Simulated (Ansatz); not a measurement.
# Eigenvalues along a path: CoSi (CsCl type)

```
CELL_PARAMETERS angstrom
2.78038 0.00000 0.00000
0.00000 2.78038 0.00000
0.00000 0.00000 2.78038
ATOMIC_POSITIONS crystal
Co 0.00000 0.00000 0.00000
Si 0.50000 0.50000 0.50000
```

The cell comes from a relaxation on PAW files under the same functional, begun from a prototype that needn't be the stable phase.

All numbers are PBE results (scalar-relativistic) from Ansatz 0.2.0, with a Γ-centred 14×14×14 k mesh, Fermi–Dirac smearing of 0.1 eV, no spin polarisation. Methods: LAPW: all electrons, basis error target 1 meV/atom.

Spin polarisation is left out, though a magnetic state may lie lower.

Path points, in fractions of the reciprocal vectors: Γ (0.000, 0.000, 0.000), X (0.000, 0.500, 0.000), M (0.500, 0.500, 0.000), R (0.500, 0.500, 0.500). The distance column jumps between branches of the path. Levels in eV from the Fermi level; bands 9 to 17, counted from the lowest band of the run. The gap is zero, the pressure 0.04 GPa.

```
# k(1/Å) point b9 b10 b11 b12 b13 b14 b15 b16 b17
0.000 Γ -14.19 -3.72 -3.72 -1.23 -1.23 -1.23 3.06 3.06 3.06
0.161 - -14.10 -3.78 -3.69 -1.32 -1.32 -1.22 2.43 3.23 3.23
0.323 - -13.80 -4.03 -3.59 -1.56 -1.56 -1.20 1.28 3.72 3.72
0.484 - -13.32 -4.61 -3.44 -1.85 -1.85 -1.17 0.36 4.44 4.44
0.646 - -12.66 -5.60 -3.26 -2.13 -2.13 -1.14 -0.09 5.32 5.32
0.807 - -11.84 -6.82 -3.09 -2.35 -2.35 -1.11 -0.21 6.33 6.33
0.968 - -10.92 -8.03 -2.97 -2.49 -2.49 -1.08 -0.20 6.76 7.41
1.130 X -10.31 -8.75 -2.93 -2.54 -2.54 -1.08 -0.18 6.70 8.19
1.291 - -10.25 -8.65 -2.90 -2.63 -2.51 -1.13 -0.18 6.01 8.19
1.453 - -10.05 -8.36 -2.89 -2.85 -2.45 -1.29 -0.20 4.84 7.08
1.614 - -9.74 -7.88 -3.32 -2.80 -2.36 -1.49 -0.23 3.72 5.40
1.776 - -9.33 -7.24 -3.87 -2.83 -2.25 -1.71 -0.29 2.81 3.94
1.937 - -8.87 -6.48 -4.47 -3.05 -2.15 -1.89 -0.37 2.16 2.85
2.098 - -8.46 -5.68 -4.98 -3.51 -2.08 -2.01 -0.44 1.78 2.22
2.260 M -8.28 -5.20 -5.20 -3.88 -2.06 -2.06 -0.46 1.65 2.03
2.488 - -8.70 -5.61 -5.13 -3.27 -2.06 -2.02 -0.41 1.74 2.57
2.716 - -9.86 -5.53 -4.91 -2.71 -2.06 -1.90 -0.24 1.74 4.38
2.945 - -11.25 -4.90 -4.60 -2.51 -2.01 -1.74 0.10 1.73 6.84
3.173 - -12.48 -4.26 -4.14 -2.37 -1.86 -1.55 0.67 1.82 5.54
3.401 - -13.42 -3.98 -3.74 -1.94 -1.62 -1.39 1.51 2.12 4.31
3.629 - -14.00 -3.79 -3.70 -1.43 -1.36 -1.27 2.50 2.69 3.40
3.858 Γ -14.19 -3.72 -3.72 -1.23 -1.23 -1.23 3.06 3.06 3.06
4.137 - -13.90 -3.75 -3.75 -1.50 -1.37 -1.37 2.66 2.66 2.94
4.417 - -13.04 -3.86 -3.86 -2.12 -1.74 -1.74 2.07 2.07 2.77
4.697 - -11.68 -4.13 -4.13 -2.67 -2.08 -2.08 1.74 1.74 2.57
4.976 - -9.96 -4.66 -4.66 -2.73 -2.03 -2.03 1.63 1.63 2.04
5.256 - -8.13 -5.24 -5.24 -1.96 -1.56 -1.56 0.80 1.60 1.60
5.535 - -6.56 -5.66 -5.66 -0.86 -0.86 -0.78 -0.25 1.50 1.50
5.815 R -5.81 -5.81 -5.81 -1.62 -0.42 -0.42 1.37 1.37 1.37
6.043 - -6.30 -5.77 -5.68 -1.03 -0.84 -0.68 0.55 0.67 1.97
6.271 - -7.28 -5.81 -5.31 -1.62 -1.49 -0.43 0.05 0.38 3.17
6.500 - -8.29 -6.27 -4.73 -2.17 -2.05 -1.21 -0.08 1.95 3.97
6.728 - -9.15 -7.14 -4.02 -2.46 -1.98 -1.81 -0.15 3.69 4.29
6.956 - -9.79 -7.99 -3.29 -2.73 -2.22 -1.54 -0.18 4.86 5.51
7.185 - -10.18 -8.55 -2.88 -2.74 -2.46 -1.19 -0.18 5.79 7.24
7.413 X -10.31 -8.75 -2.93 -2.54 -2.54 -1.08 -0.18 6.70 8.19
9.011 R -5.81 -5.81 -5.81 -1.62 -0.42 -0.42 1.37 1.37 1.37
9.172 - -6.03 -5.79 -5.79 -1.31 -0.75 -0.42 0.95 0.95 1.52
9.334 - -6.54 -5.72 -5.72 -1.45 -0.57 -0.43 0.20 0.20 1.75
9.495 - -7.10 -5.61 -5.61 -2.22 -0.53 -0.53 -0.44 0.27 1.90
9.656 - -7.59 -5.48 -5.48 -2.91 -1.15 -1.15 -0.44 0.96 1.98
9.818 - -7.97 -5.35 -5.35 -3.44 -1.64 -1.64 -0.45 1.38 2.01
9.979 - -8.20 -5.24 -5.24 -3.77 -1.95 -1.95 -0.46 1.59 2.02
10.141 M -8.28 -5.20 -5.20 -3.88 -2.06 -2.06 -0.46 1.65 2.03
```
